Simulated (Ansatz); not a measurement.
Crystal: In.

```
CELL_PARAMETERS angstrom
3.33548 0.00000 0.00000
-1.66774 2.88861 0.00000
0.00000 0.00000 5.50914
ATOMIC_POSITIONS crystal
In 0.66667 0.33333 0.75000
In 0.33333 0.66667 0.25000
```

This isn't the form of In at room conditions, which is tetragonal.

- Program: Ansatz 0.2.0
- Task: single point
- Functional: PBEsol
- Potentials or basis: all-electron LAPW, scalar-relativistic
- Cutoff: 168 eV (chosen from the basis error)
- Basis error allowed: 0.001 eV/atom
- k mesh: 9 × 9 × 5
- Occupations: fermi-dirac, width 0.05 eV
- Spin: no spin polarisation

On this cell: pressure -1.4 GPa; largest force under 0.003 eV/Å; band gap on the k mesh none (metal or under the smearing width).

The same run follows on a disturbed copy (atoms moved at random, drawn with an rms of 0.05 Å):

```
In
1.0
     3.33548    0.00000    0.00000
    -1.66774    2.88861    0.00000
     0.00000    0.00000    5.50914
In
2
Direct
  0.67002 0.33591 0.74904
  0.32037 0.68022 0.25626
```

What does the disturbed cell give?

The energy (extrapolated to zero smearing) moves by +1.3 meV/atom; pressure -1.3 GPa; largest force 0.101 eV/Å; band gap on the k mesh none (metal or under the smearing width).

Forces on the atoms (eV/Å):
```
In  -0.013  0.005  0.100
In   0.013 -0.005 -0.100
```

Stress tensor (GPa, compression positive):
```
-1.35  0.16 -0.02
 0.16 -1.20  0.01
-0.02  0.01 -1.47
```
